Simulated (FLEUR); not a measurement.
# InPd (Pm-3m) in FLEUR: notebook, part 3 of 4

FLEUR MaX-R8.1 (later development tree). Earlier steps stand in the parts before.

**5. Band structure, PBEsol**

This run uses another cell than the first one, of 18.39 Å³/atom, 1.050 times its volume.

Changes to inp.xml since step 4:

```diff
@@ -26,5 +26,5 @@
          <bravaisMatrix>
-            <row-1>    6.3825530065637093     0.0000000000000000     0.0000000000000000</row-1>
-            <row-2>    0.0000000000000000     6.3825530065637093     0.0000000000000000</row-2>
-            <row-3>    0.0000000000000000     0.0000000000000000     6.3825530065637093</row-3>
+            <row-1>    6.2843442645231962     0.0000000000000000     0.0000000000000000</row-1>
+            <row-2>    0.0000000000000000     6.2843442645231962     0.0000000000000000</row-2>
+            <row-3>    0.0000000000000000     0.0000000000000000     6.2843442645231962</row-3>
          </bravaisMatrix>
@@ -34,3 +34,3 @@
       <species name="Indium (In)" element="In" atomicNumber="49">
-         <mtSphere radius="2.16" gridPoints="803" logIncrement="0.016"/>
+         <mtSphere radius="2.16" gridPoints="791" logIncrement="0.016"/>
          <atomicCutoffs lmax="10" lnonsphr="10"/>
@@ -50,3 +50,3 @@
       <species name="Palladium (Pd)" element="Pd" atomicNumber="46">
-         <mtSphere radius="2.4" gridPoints="879" logIncrement="0.015"/>
+         <mtSphere radius="2.4" gridPoints="877" logIncrement="0.015"/>
          <atomicCutoffs lmax="10" lnonsphr="10"/>
```

File crystal.txt:

```
InPd
&input cartesian=F /
3.3255317703  0.0000000000  0.0000000000
0.0000000000  3.3255317703  0.0000000000
0.0000000000  0.0000000000  3.3255317703
1.8897261246
1.0 1.0 1.0

2
49 0.0000000000  0.0000000000  0.0000000000
46 0.5000000000  0.5000000000  0.5000000000

&kpt div1=8 div2=8 div3=8 gamma=T /
```

Changes to inp.xml (bands) since step 4:

```diff
@@ -26,5 +26,5 @@
          <bravaisMatrix>
-            <row-1>    6.3825530065637093     0.0000000000000000     0.0000000000000000</row-1>
-            <row-2>    0.0000000000000000     6.3825530065637093     0.0000000000000000</row-2>
-            <row-3>    0.0000000000000000     0.0000000000000000     6.3825530065637093</row-3>
+            <row-1>    6.2843442645231962     0.0000000000000000     0.0000000000000000</row-1>
+            <row-2>    0.0000000000000000     6.2843442645231962     0.0000000000000000</row-2>
+            <row-3>    0.0000000000000000     0.0000000000000000     6.2843442645231962</row-3>
          </bravaisMatrix>
@@ -34,3 +34,3 @@
       <species name="Indium (In)" element="In" atomicNumber="49">
-         <mtSphere radius="2.16" gridPoints="803" logIncrement="0.016"/>
+         <mtSphere radius="2.16" gridPoints="791" logIncrement="0.016"/>
          <atomicCutoffs lmax="10" lnonsphr="10"/>
@@ -50,3 +50,3 @@
       <species name="Palladium (Pd)" element="Pd" atomicNumber="46">
-         <mtSphere radius="2.4" gridPoints="879" logIncrement="0.015"/>
+         <mtSphere radius="2.4" gridPoints="877" logIncrement="0.015"/>
          <atomicCutoffs lmax="10" lnonsphr="10"/>
```

Potentials or basis: all-electron, FLAPW.

On the command line:

```sh
$ inpgen -f crystal.txt -profile fastHighL
$ # inp.xml edited to the form shown
$ fleur_MPI
$ fleur_MPI   # second run, on inp.xml (bands)
```

The program printed:

```text
Welcome to FLEUR        (www.flapw.de)
      MaX-Release 8.1          (www.max-centre.eu)

 ========== k-point set info ==========
 Selected k-point list: default-1
 k-point list type: mesh
 8 x 8 x 8
 Number of k points: 35

 ------------Calculation Setup---------------------------
 Number of MPI-tasks      :            1
 Number of PE/node        :            1
 Number of OMP-threads    :            1
 Most efficient MPI parallelization for:
           1           5           7          35
 Additional eigenvalue parallelization possible
 Number of basis functions:          483
 Approximate size of matrices (H+S) per k-point:         0.003 GB
 --------------------------------------------------------
 Iteration:     1   Distance:       7.23477214 me/bohr^3
 Iteration:     2   Distance:       6.49633199 me/bohr^3
 Iteration:     3   Distance:       3.24197559 me/bohr^3
 Iteration:     4   Distance:       1.72628236 me/bohr^3
 Iteration:     5   Distance:       0.55711614 me/bohr^3
 Iteration:     6   Distance:       0.30419139 me/bohr^3
 Iteration:     7   Distance:       0.08278869 me/bohr^3
 Iteration:     8   Distance:       0.06430055 me/bohr^3
 Iteration:     9   Distance:       0.01071096 me/bohr^3
 Iteration:    10   Distance:       0.02034405 me/bohr^3
 Iteration:    11   Distance:       0.00092859 me/bohr^3
 Iteration:    12   Distance:       0.00085695 me/bohr^3
 Iteration:    13   Distance:       0.00019336 me/bohr^3
 Iteration:    14   Distance:       0.00001050 me/bohr^3
 Iteration:    15   Distance:       0.00000950 me/bohr^3

 ********************************************************************
 Run finished successfully
 Stop message:
   all done
 ********************************************************************
```

output (bands):

```text
Welcome to FLEUR        (www.flapw.de)
      MaX-Release 8.1          (www.max-centre.eu)

 ========== k-point set info ==========
 Selected k-point list: path-1
 k-point list type: path
 Number of k points: 60

 ------------Calculation Setup---------------------------
 Number of MPI-tasks      :            1
 Number of PE/node        :            1
 Number of OMP-threads    :            1
 Most efficient MPI parallelization for:
           1           2           3           4           5           6          10          12          15          20          30          60
 Additional eigenvalue parallelization possible
 Number of basis functions:          475
 Approximate size of matrices (H+S) per k-point:         0.003 GB
 --------------------------------------------------------
 Fermi energy correction for metals:
 Fermi energy in bands.* files may not be consistent with last density.
 Please correct it manually (e.g. in band.gnu file).

 Note: Band structure data (together with different weights) is also stored in the banddos.hdf file.
       A convenient way of extracting and plotting the data from that file is by making use of the

 ********************************************************************
 Run finished successfully
 Stop message:
   Charge density postprocessing done.
 ********************************************************************
```

out.xml (last iteration):

```text
<iteration numberForCurrentRun="   15" overallNumber="   15">
         <energyParameters units="Htr">
            <atomicEP atomType="1" spin="1" branch="5s" branchLowest="-3.83" branchHighest="2.06" value="0.0767860161"/>
            <atomicEP atomType="1" spin="1" branch="5p" branchLowest="-2.28" branchHighest="2.90" value="0.2307716054"/>
            <atomicEP atomType="1" spin="1" branch="4d" branchLowest="-15.33" branchHighest="0.04" value="-0.1287549605"/>
            <atomicEP atomType="1" spin="1" branch="4f" branchLowest="-9.99" branchHighest="2.49" value="0.5439119664"/>
            <loAtomicEP atomType="1" spin="1" branch="4s" branchLowest="-28.38" branchHighest="-3.83" value="-3.8378513940"/>
            <loAtomicEP atomType="1" spin="1" branch="4p" branchLowest="-23.27" branchHighest="-2.28" value="-2.3207777002"/>
            <loAtomicEP atomType="1" spin="1" branch="4p" branchLowest="-23.27" branchHighest="-2.28" value="-2.3207777002"/>
            <loAtomicEP atomType="1" spin="1" branch="4d" branchLowest="-15.33" branchHighest="0.04" value="-0.1389720837"/>
            <loAtomicEP atomType="1" spin="1" branch="4f" branchLowest="-9.99" branchHighest="2.49" value="0.5439144172"/>
            <atomicEP atomType="2" spin="1" branch="5s" branchLowest="-2.69" branchHighest="1.96" value="0.2765590895"/>
            <atomicEP atomType="2" spin="1" branch="5p" branchLowest="-1.41" branchHighest="2.67" value="0.4121415998"/>
            <atomicEP atomType="2" spin="1" branch="4d" branchLowest="-11.53" branchHighest="0.51" value="0.2969071693"/>
            <atomicEP atomType="2" spin="1" branch="4f" branchLowest="-9.99" branchHighest="2.47" value="0.7090316979"/>
            <loAtomicEP atomType="2" spin="1" branch="4s" branchLowest="-22.91" branchHighest="-2.69" value="-2.6991436515"/>
            <loAtomicEP atomType="2" spin="1" branch="4p" branchLowest="-18.51" branchHighest="-1.41" value="-1.4457532621"/>
            <loAtomicEP atomType="2" spin="1" branch="4p" branchLowest="-18.51" branchHighest="-1.41" value="-1.4457532621"/>
            <loAtomicEP atomType="2" spin="1" branch="4d" branchLowest="-11.53" branchHighest="0.51" value="0.2917324821"/>
            <loAtomicEP atomType="2" spin="1" branch="4f" branchLowest="-9.99" branchHighest="2.47" value="0.7090338722"/>
         </energyParameters>
         <eigenvalues>
            <eigenvaluesAt spin="1" ikpt="1" k_x="0.00000000" k_y="0.00000000" k_z="0.00000000">
                      -3.8378028478       -2.6991908117       -2.3132014794       -2.3132014794       -2.3132014794
                      -1.4409337579       -1.4409337579       -1.4409337579       -0.1434334676       -0.1434334676
                      -0.1302788119       -0.1302788119       -0.1302788119        0.0418829695        0.2673341858
                       0.2673341858        0.3197828277        0.3197828277        0.3197828277        0.5491726221
                       0.5491726221        0.5491726221        0.7207728930        0.7758803174        0.7758803174
                       0.9788832729        0.9788832729        0.9788832729        1.1308764015        1.1308764015
            </eigenvaluesAt>
            <eigenvaluesAt spin="1" ikpt="2" k_x="0.00000000" k_y="0.00000000" k_z="0.12500000">
                      -3.8378020344       -2.6991847720       -2.3132235934       -2.3131996997       -2.3131996997
                      -1.4410741994       -1.4409240975       -1.4409240975       -0.1431779368       -0.1417573537
                      -0.1307956543       -0.1307956543       -0.1301328025        0.0506394913        0.2675210787
                       0.2684829166        0.3137865368        0.3137865368        0.3194624390        0.4945052851
[... 56 lines left out ...]
         </allElectronCharges>
         <moessbauerParams unitsHFF="kG" unitsIS="e/bohr^3" unitsEFG="Htr/bohr^2">
            <coreIsomerShift atomType="1" isTotal="176714.81799">
               <shell n="1" l="0" isomerShift="154759.64613"/>
               <shell n="2" l="0" isomerShift="17993.22206"/>
               <shell n="2" l="1" isomerShift="413.73542"/>
               <shell n="3" l="0" isomerShift="3462.42001"/>
               <shell n="3" l="1" isomerShift="85.79435"/>
               <shell n="3" l="2" isomerShift="0.00001"/>
            </coreIsomerShift>
            <coreIsomerShift atomType="2" isTotal="134099.37647">
               <shell n="1" l="0" isomerShift="117893.72035"/>
               <shell n="2" l="0" isomerShift="13385.03649"/>
               <shell n="2" l="1" isomerShift="266.55914"/>
               <shell n="3" l="0" isomerShift="2500.80926"/>
               <shell n="3" l="1" isomerShift="53.25121"/>
               <shell n="3" l="2" isomerShift="0.00001"/>
            </coreIsomerShift>
            <isomerShift atomType="1" nucleusRadius="0.0001148" averageDensity="177440.98436"/>
            <isomerShift atomType="2" nucleusRadius="0.0001119" averageDensity="134581.12611"/>
            <electricFieldGradient atomType="1" VXX="0.00000" VYY="0.00000" VZZ="0.00000" asymParam="0.00000">
            </electricFieldGradient>
            <electricFieldGradient atomType="2" VXX="0.00000" VYY="0.00000" VZZ="0.00000" asymParam="0.00000">
            </electricFieldGradient>
         </moessbauerParams>
         <totalEnergy                                    value="   -10925.2512651307" units="Htr">
            <sumOfEigenvalues                            value="    -6541.6208696336">
               <coreElectrons value="-6508.2539799838"/>
               <valenceElectrons value="-33.3668896498"/>
            </sumOfEigenvalues>
            <densityCoulombPotentialIntegral value="-17594.1862124485"/>
            <densityEffectivePotentialIntegral value="-17987.3640722018"/>
            <chargeDenXCDenIntegral value="-299.1160120306"/>
            <FockExchangeEnergyValence value="0.0000000000"/>
            <FockExchangeEnergyCore value="0.0000000000"/>
            <atomTypeDependentContributions atomType="1">
               <electronNucleiInteractionDifferentMTs value="7113.9532742558"/>
               <MadelungTerm value="-35.7344697789"/>
            </atomTypeDependentContributions>
            <atomTypeDependentContributions atomType="2">
               <electronNucleiInteractionDifferentMTs value="6102.6112695739"/>
               <MadelungTerm value="-22.4863358354"/>
            </atomTypeDependentContributions>
            <tkbTimesEntropy value="0.0003812228"/>
            <freeEnergy value="-10925.2516463535"/>
            <extrapolationTo0K value="-10925.2514557421"/>
         </totalEnergy>
         <densityConvergence units="me/bohr^3">
            <chargeDensity spin="1" distance="0.0000095023"/>
         </densityConvergence>
      </iteration>
```

Run time: 58 s. Hardware: 1 thread of Arm Neoverse V2, shared host; peak memory 0.08 GiB.

Results:

| Item | Value |
| --- | --- |
| Free energy | -297291.2424 eV |
| Band gap along the path | none (metal or under the smearing width) |
| Valence electrons inside the program's atomic spheres | In 18.28; Pd 16.57 (radii In 2.16, Pd 2.4 bohr) |

Levels at the corners of the path, in eV from the Fermi level:
| point | band 15 | band 16 | band 17 | band 18 | band 19 | band 20 | band 21 | band 22 | band 23 | band 24 |
| --- | --- | --- | --- | --- | --- | --- | --- | --- | --- | --- |
| Γ | -3.48 | -3.48 | -2.06 | -2.06 | -2.06 | 4.19 | 4.19 | 4.19 | 8.86 | 10.35 |
| X | -5.62 | -3.45 | -2.97 | -2.97 | -2.12 | -0.98 | 9.20 | 9.20 | 9.81 | 10.47 |
| M | -3.20 | -2.44 | -2.44 | -2.08 | -2.08 | -1.51 | 1.31 | 2.38 | 9.16 | 11.23 |
| Γ | -3.48 | -3.48 | -2.06 | -2.06 | -2.06 | 4.19 | 4.19 | 4.19 | 8.86 | 10.35 |
| R | -4.48 | -4.48 | -1.47 | -1.47 | -0.24 | 3.80 | 3.80 | 3.80 | 4.29 | 4.29 |
| X | -5.62 | -3.45 | -2.97 | -2.97 | -2.12 | -0.98 | 9.20 | 9.20 | 9.81 | 10.47 |
| M | -3.20 | -2.44 | -2.44 | -2.08 | -2.08 | -1.51 | 1.31 | 2.38 | 9.16 | 11.23 |
| R | -4.48 | -4.48 | -1.47 | -1.47 | -0.24 | 3.80 | 3.80 | 3.80 | 4.29 | 4.29 |

Core levels (eV from the Fermi level):
```
atom                                                                                                                             levels
1 In  1s1/2 -27718.1, 2s1/2 -4145.8, 2p1/2 -3866.4, 2p3/2 -3655.7, 3s1/2 -783.1, 3p1/2 -670.3, 3p3/2 -632.3, 3d3/2 -432.7, 3d5/2 -424.9
2 Pd  1s1/2 -24138.3, 2s1/2 -3523.1, 2p1/2 -3268.3, 2p3/2 -3109.1, 3s1/2 -634.3, 3p1/2 -533.8, 3p3/2 -506.0, 3d3/2 -327.9, 3d5/2 -322.3
```

Caveat: spin-orbit coupling is left out, which moves the levels of the heavy elements.

[end of part 3 of 4]
